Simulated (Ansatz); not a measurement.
**Sc: energy along a strain**

Sc, P6_3/mmc, a = 3.309 Å, c = 5.268 Å (as given, not relaxed at this level: -0.6 GPa). Ansatz: PBE, PAW, 420 eV, Γ-centred 18×18×10 mesh on 2 atoms, Gaussian smearing 0.15 eV; no spin polarisation. Cell vectors (Å): 3.309 0.000 0.000; -1.654 2.866 0.000; 0.000 0.000 5.268. The cell is strained by x per cent times the pattern (1 -1 0 0 0 0) in the order xx yy zz yz xz xy (engineering shears), with fractional coordinates held. y is the free energy over the start, V0 = 24.974 Å³/atom.

| x (%) | y (meV/atom) |
| --- | --- |
| -4.00 | ? |
| -3.00 | 10.38 |
| -2.00 | 4.59 |
| -1.00 | 1.14 |
| 0.00 | 0.00 |
| 1.00 | 1.13 |
| 2.00 | 4.47 |
| 3.00 | 9.96 |
| 3.50 | 13.47 |
| 4.00 | 17.49 |

Fit y = c1 x + c2 x² + c3 x³ to the other rows, get the stiffness along the pattern, and predict the missing energy.

Least squares on the rows shown. y = 0.013253 x + 1.1297 x² − 0.0097782 x³. The clamped-ion stiffness p·C·p = 2 × 11.30 eV × 160.2 / 24.974 Å³ = 145 GPa (second derivative at the start, which stands under stress). At x = -4.00 the fit asked for gives 18.65 meV/atom. The run gave 18.53 meV/atom, so the fit is 0.12 meV/atom too high, a small miss on the scale of the series.